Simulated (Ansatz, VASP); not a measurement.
GaS5 in VASP and in Ansatz

```xyz
6
Lattice="5.9532 0.0000 0.0000 -2.9766 5.1556 0.0000 0.0000 0.0000 3.4471" Properties=species:S:1:pos:R:3 pbc="T T T"
Ga    0.0000    0.0000    1.7235
S    -1.0037    1.7385    0.0000
S     1.9729    3.4171    0.0000
S     2.0075    0.0000    0.0000
S     2.9766    1.7185    1.7235
S     0.0000    3.4371    1.7235
```

Change from the starting cell: species swapped into the Mg5Sn type (P-62m, No. 189).

Alike in both runs: functional PBE; k mesh 3 × 3 × 6; occupations gaussian, width 0.1 eV; no spin polarisation.

Ansatz relaxed the structure, and its values are those at the end. VASP's run is a single point on that final structure, the one shown.

```csv
,VASP,Ansatz
version,VASP 6.6.1,Ansatz 0.2.0
potentials or method,"VASP PAW PBE potentials, release 64 (Ga_d, S)","scalar-relativistic, plane waves, PAW"
plane-wave cutoff (eV),520,420
valence electrons in the cell,43,43
```

```csv
,VASP,Ansatz,Ansatz less VASP
gap on the k mesh at the Fermi level (eV),none,none,-
pressure (GPa),-0.3,-0.3,+0.07
rms of the force components (eV/Å),0.006,0.009,+0.0034
```

A gap of «none» marks a metal or a gap that the smearing closes. The functional is the same, so the differences come from potentials, cutoffs and numerics.

Caveats: the k mesh is coarse (spacing up to 0.41 Å⁻¹), so the values aren't converged.
